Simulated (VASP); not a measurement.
Wanted: the native input for a VASP 6.6.1 run.

| Quantity | Value |
| --- | --- |
| Task | single point |
| Functional | PBE |
| Potentials or basis | VASP PAW PBE potentials, release 64 (Mg, Se) |
| Cutoff | 520 eV |
| k mesh | 8 × 8 × 8 |
| Occupations | gaussian, width 0.02 eV |
| Spin | no spin polarisation |
| Dipole correction | no |
| Further INCAR settings | ALGO = Normal; EDIFF = 1e-06; NBANDS = 11 |

The structure of MgSe lies in POSCAR:

```
MgSe
1.0
    0.0000000000      2.7161242800      2.7161242800
    2.7161242800      0.0000000000      2.7161242800
    2.7161242800      2.7161242800      0.0000000000
Mg Se
1 1
Direct
    0.0000000000      0.0000000000      0.0000000000
    0.5000000000      0.5000000000      0.5000000000
```

The cell isn't the ideal one: strained and moved within the space group.

These files were run (other wordings do the same):

INCAR

```
SYSTEM = MgSe
PREC = Accurate
ENCUT = 520
EDIFF = 1E-6
ISMEAR = 0
SIGMA = 0.02
LREAL = .FALSE.
LASPH = .TRUE.
NELM = 100
ALGO = Normal
ISIF = 2
LWAVE = .FALSE.
LCHARG = .FALSE.
GGA = PE
NBANDS = 11
```

KPOINTS

```
regular mesh
0
G
  8 8 8
  0 0 0
```

Potentials or basis: VASP PAW PBE potentials, release 64 (Mg, Se).

The run is started by

```bash
$ cat potpaw_PBE.64/Mg/POTCAR potpaw_PBE.64/Se/POTCAR > POTCAR
$ mpirun -np 1 vasp_std > vasp.out
```

It gave:

```yaml
Pressure: 2.6 GPa
Band_gap_on_the_k_mesh: 1.82 eV, indirect (least direct gap 2.67 eV)
```

Run time: 11 s on 1 thread of Intel(R) Xeon(R) Platinum 8488C (Sapphire Rapids) (shared host), peak memory 0.16 GiB.
